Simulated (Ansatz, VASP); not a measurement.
Pd: VASP beside Ansatz

Contents of INCAR:

```
ALGO = Normal
EDIFF = 1E-7
ENCUT = 520
ISIF = 2
ISMEAR = -1
LASPH = True
LCHARG = False
LREAL = False
LWAVE = False
NBANDS = 17
NELM = 80
PREC = Accurate
SIGMA = 0.05
```

Contents of KPOINTS:

```
k-points
0
Gamma
  11 11 6
```

The input POSCAR:

```
Pd
1.0
    2.7836650458      0.0000000000      0.0000000000
   -1.3918325229      2.4107246453      0.0000000000
    0.0000000000      0.0000000000      4.6288930000
Pd
2
Direct
    0.3333333333      0.6666666667      0.2500000000
    0.6666666667      0.3333333333      0.7500000000
```

The input input.yaml:

```yaml
crystal:
  lattice:
    - [2.7836650458, 0.0, 0.0]
    - [-1.3918325229, 2.4107246453, 0.0]
    - [0.0, 0.0, 4.628893]
  atoms:
    - { symbol: Pd, position: [0.3333333333, 0.6666666667, 0.25] }
    - { symbol: Pd, position: [0.6666666667, 0.3333333333, 0.75] }
kpoints:
  mp_grid: { grid: [11, 11, 6] }
  band_path:
    path:
      - [0.0, 0.0, 0.0]
      - [0.5, 0.0, 0.0]
      - [0.3333333333, 0.3333333333, 0.0]
      - [0.0, 0.0, 0.0]
      - [0.0, 0.0, 0.5]
      - [0.5, 0.0, 0.5]
      - [0.3333333333, 0.3333333333, 0.5]
      - [0.0, 0.0, 0.5]
    npoints: 10
scf:
  occupations: { method: fermi_dirac, width: 0.05 }
hamiltonian:
  xc: lda
  pseudopotentials: { kind: all_electron, lapw: { basis_error: 0.001 } }
output:
  forces: true
  stress: true
  eigenvalues: true
```

Alike in both runs: functional LDA; k mesh 11 × 11 × 6; occupations fermi-dirac, width 0.05 eV; no spin polarisation.

|  | VASP | Ansatz |
| --- | --- | --- |
| version | VASP 6.6.1 | Ansatz 0.2.0 |
| potentials or method | VASP PAW LDA potentials, release 64 (Pd) | all-electron LAPW, scalar-relativistic |
| plane-wave cutoff (eV) | 520 | see its input |
| task | single point | band structure |

```tsv
	VASP	Ansatz	Ansatz less VASP
gap on the k mesh at the Fermi level (eV)	none	none	-
pressure (GPa)	-15.4	-15.7	-0.27
largest component of the traceless stress (GPa)	0.39	0.50	+0.111
```

A gap of «none» marks a metal or a gap that the smearing closes. Ansatz ran all-electron here, so the differences hold the error of VASP's frozen core and of both bases.

Caveats: so large a pressure means that the cell lies far from this level's equilibrium, or that cutoff or potentials fall short (VASP).
